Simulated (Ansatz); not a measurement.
# Ga2O3: the cost of one run

Method: DFT PBEsol, scalar-relativistic, plane waves, PAW, in Ansatz 0.2.0.

That is the level of the relaxation; later steps name their own.

1 further run of the same task is left out (set aside as unsound or not needed).

**1. The starting structure**

The structure is monoclinic, space group C2/m (No. 12). The conventional cell has a = 12.277 Å, b = 3.047 Å, c = 5.811 Å, α = 90.00°, β = 103.72°, γ = 90.00°. Around Ga (site symmetry m) lie 4 O at 1.84 to 1.87 Å. Ga (site symmetry m) has 6 O at 1.94 to 2.08 Å as nearest neighbours. Around O (site symmetry m) lie 3 Ga at 1.84 to 1.95 Å. O (site symmetry m) has 4 Ga at 1.87 to 2.08 Å as nearest neighbours. Around O (site symmetry m) lie 3 Ga at 1.84 to 1.94 Å.

Coordinates:

```xyz
10
Lattice="6.1387 -1.5237 0.0081 6.1387 1.5237 0.0081 -1.3857 0.0000 5.6429" Properties=species:S:1:pos:R:3 pbc="T T T"
Ga    0.0089    0.0000    4.4891
Ga   10.8829    0.0000    1.1699
Ga    7.6522    0.0000    1.7851
Ga    3.2395    0.0000    3.8739
O     1.8770    0.0000    0.6208
O     9.0147    0.0000    5.0383
O     1.3470    0.0000    3.1784
O     9.5447    0.0000    2.4806
O     5.7383    0.0000    1.4524
O     5.1535    0.0000    4.2066
```

This cell was relaxed beforehand with the same method: volume 10.56 Å³/atom, gap on the mesh 2.22 eV.

**2. Band edges over the whole zone**

input.yaml reads:

```yaml
crystal:
  lattice:
    - [6.1387376555, -1.5236764777, 0.0080971628]
    - [6.1387376555, 1.5236764777, 0.0080971628]
    - [-1.3857270555, 0.0, 5.6428551203]
  atoms:
    - { symbol: Ga, position: [0.0904853171, 0.0904853171, 0.7952785659] }
    - { symbol: Ga, position: [0.9095146829, 0.9095146829, 0.2047214341] }
    - { symbol: Ga, position: [0.6587639587, 0.6587639587, 0.3144572415] }
    - { symbol: Ga, position: [0.3412360413, 0.3412360413, 0.6855427585] }
    - { symbol: O, position: [0.1652447822, 0.1652447822, 0.109537151] }
    - { symbol: O, position: [0.8347552178, 0.8347552178, 0.890462849] }
    - { symbol: O, position: [0.1732335451, 0.1732335451, 0.562768228] }
    - { symbol: O, position: [0.8267664549, 0.8267664549, 0.437231772] }
    - { symbol: O, position: [0.4962707549, 0.4962707549, 0.2559665701] }
    - { symbol: O, position: [0.5037292451, 0.5037292451, 0.7440334299] }
basis:
  ecutwfc: 420
kpoints:
  mp_grid: { grid: [10, 10, 6] }
  band_path: { path: [VBM, CBM], npoints: 2 }
hamiltonian:
  xc: pbesol
scf:
  occupations: { method: gaussian, width: 0.02 }
output:
  forces: true
  stress: true
  eigenvalues: true
```

Launch:

```console
> ansatz run input.yaml --threads 4 --pin off --max-ram 10240MiB --backend cpu --events-out ev --progress --plain --runs-dir out
```

Q: Estimate wall time and peak memory on 4 threads of Arm Neoverse V1, shared host.

About 37 s, with a peak of 0.92 GiB.
